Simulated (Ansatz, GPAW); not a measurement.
Given: the input of a run of Ansatz 0.2.0 on CaO. The cell is a database's computed one, not the measured one.

input.yaml

```yaml
crystal:
  lattice:
    - [0.0, 2.403555696, 2.403555696]
    - [2.403555696, 0.0, 2.403555696]
    - [2.403555696, 2.403555696, 0.0]
  atoms:
    - { symbol: Ca, position: [0.0, 0.0, 0.0] }
    - { symbol: O, position: [0.5, 0.5, 0.5] }
kpoints:
  mp_grid: { grid: [10, 10, 10] }
scf:
  occupations: { method: gaussian, width: 0.027 }
hamiltonian:
  xc: pbe
  pseudopotentials: { kind: all_electron, lapw: { basis_error: 0.001 } }
output:
  forces: true
  stress: true
  eigenvalues: true
```

Potentials or basis: all-electron LAPW, scalar-relativistic.

The run is started by

```sh
$ ansatz run input.yaml --threads 1 --pin off --max-ram 3072MiB --backend cpu --events-out ev --progress --plain --runs-dir out
```

Problem. Set up the same calculation for GPAW 26.7.0 (ASE script). Potentials or basis there: GPAW PAW data sets (gpaw-data 1.2.1), cutoff 800 eV.

Solution. As run (cutoffs and basis follow the program's own potentials, and thresholds, step limits or extra output files can differ):

The input run.py:

```python
from ase import Atoms
from ase.dft.bandgap import bandgap
from ase.io import write
from ase.units import Bohr, GPa
from gpaw import GPAW, PW
from gpaw.elf import elf_from_dft_calculation

atoms = Atoms(['Ca', 'O'],
              cell=[[0.0, 2.403555696, 2.403555696],
                    [2.403555696, 0.0, 2.403555696],
                    [2.403555696, 2.403555696, 0.0]],
              scaled_positions=[[0.0, 0.0, 0.0],
                                [0.5, 0.5, 0.5]],
              pbc=True)

calc = GPAW(mode=PW(800),
            xc='PBE',
            kpts={'size': (10, 10, 10), 'gamma': True},
            occupations={'name': 'methfessel-paxton', 'order': 0, 'width': 0.027000000000000003},
            nbands=16,
            convergence={'density': 1e-05, 'energy': 1e-05},
            maxiter=150,
            txt='gpaw.txt')
atoms.calc = calc
energy = atoms.get_potential_energy()
forces = atoms.get_forces()
stress = atoms.get_stress()
calc.write('gs.gpw')
write('result.traj', atoms)
print(f'Energy: {energy:.6f} eV')
print('Forces (eV/A):')
print(forces.round(4))
print('Stress (GPa):', (stress / GPa).round(3))
print('Fermi level:', round(calc.get_fermi_level(), 4), 'eV')
print(f'Gap: {bandgap(calc)[0]:.4f} eV, direct: {bandgap(calc, direct=True)[0]:.4f} eV')

# fields on the real-space grid
write('density.cube', atoms, data=calc.get_pseudo_density() * Bohr**3)
write('potential.cube', atoms, data=calc.get_electrostatic_potential())
write('elf.cube', atoms, data=elf_from_dft_calculation(calc).data)
```

Potentials or basis: GPAW PAW data sets (gpaw-data 1.2.1), pw.

The run is started by

```bash
$ OMP_NUM_THREADS=1 python run.py
```

Both were run:

|  | Ansatz | GPAW |
| --- | --- | --- |
| Pressure | 1.6 GPa | 2.2 GPa |

Where Ansatz's input types no cutoff or centring, it takes its own default and a Γ-centred mesh.

Pressure is positive in compression.
